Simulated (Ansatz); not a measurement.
SnO at a changed volume: O-17 NMR of the central transition

Cell: a structure deposited in the COD, relaxed with PBE at fixed cell and then changed (volume scaled by 1.04, ions relaxed).

Space group Cmme (No. 67); a = 5.0658, b = 5.7953, c = 5.6332 Å.

| site | Wyckoff | site symmetry | x | y | z |
| --- | --- | --- | --- | --- | --- |
| Sn | 4g | mm2 | 0.0000 | 0.7500 | 0.2092 |
| O | 4a | 222 | 0.7500 | 0.5000 | 0.0000 |

One atom of each set is listed; the run and its k-mesh use a cell of 8 atoms with edges of 3.85, 3.85, 11.27 Å.

Computed with Ansatz: DFT, PBE, plane waves and PAW, scalar-relativistic, 420 eV cutoff, Γ-centred 8×8×3 k-points, Fermi–Dirac smearing 0.02 eV.

O-17 has I = 5/2 and Q = -25.58 mb (Pyykkö 2018); at 11.7 T its Larmor frequency is ν₀ = 67.6 MHz. Only the quadrupole interaction is simulated: positions count from each site's isotropic chemical shift, and J coupling is left out, as are shift anisotropy and dipolar coupling, which fast spinning averages.

Problem. Simulate the second-order pattern (fast magic-angle spinning, Gaussian broadening 0.1 kHz) of site O (4 Sn at 2.26 Å).

Solution. The calculation gives C_Q = 2.88 MHz and η = 0.66, so ν_Q = 0.432 MHz and the centre of gravity lies at -12.5 ppm (-0.842 kHz).

```json
{"offset (kHz)": "-2.075", "height": "0"}
{"offset (kHz)": "-2.005", "height": "2"}
{"offset (kHz)": "-1.935", "height": "7"}
{"offset (kHz)": "-1.865", "height": "9"}
{"offset (kHz)": "-1.795", "height": "9"}
{"offset (kHz)": "-1.726", "height": "12"}
{"offset (kHz)": "-1.656", "height": "20"}
{"offset (kHz)": "-1.586", "height": "25"}
{"offset (kHz)": "-1.516", "height": "26"}
{"offset (kHz)": "-1.447", "height": "28"}
{"offset (kHz)": "-1.377", "height": "30"}
{"offset (kHz)": "-1.307", "height": "33"}
{"offset (kHz)": "-1.237", "height": "36"}
{"offset (kHz)": "-1.167", "height": "43"}
{"offset (kHz)": "-1.098", "height": "73"}
{"offset (kHz)": "-1.028", "height": "100"}
{"offset (kHz)": "-0.958", "height": "86"}
{"offset (kHz)": "-0.888", "height": "78"}
{"offset (kHz)": "-0.818", "height": "81"}
{"offset (kHz)": "-0.749", "height": "91"}
{"offset (kHz)": "-0.679", "height": "84"}
{"offset (kHz)": "-0.609", "height": "67"}
{"offset (kHz)": "-0.539", "height": "58"}
{"offset (kHz)": "-0.469", "height": "52"}
{"offset (kHz)": "-0.400", "height": "47"}
{"offset (kHz)": "-0.330", "height": "44"}
{"offset (kHz)": "-0.260", "height": "41"}
{"offset (kHz)": "-0.190", "height": "39"}
{"offset (kHz)": "-0.120", "height": "36"}
{"offset (kHz)": "-0.051", "height": "24"}
{"offset (kHz)": "0.019", "height": "5"}
{"offset (kHz)": "0.089", "height": "0"}
```

Without spin–orbit coupling (the program notes it for Sn) the gradients can shift somewhat, as the gap is small. The database positions were far from equilibrium, so the relaxed structure may not be the compound's real one.

The relaxation (4 steps) took 52 s of wall time (49 s of CPU time) and 0.61 GiB at its peak, on 1 thread of Intel Xeon 6975P-C (Granite Rapids) (x86_64; 16 cores open to the job, memory cap 3.0 GiB, no GPU), a shared host with a load of 0.5 a core.
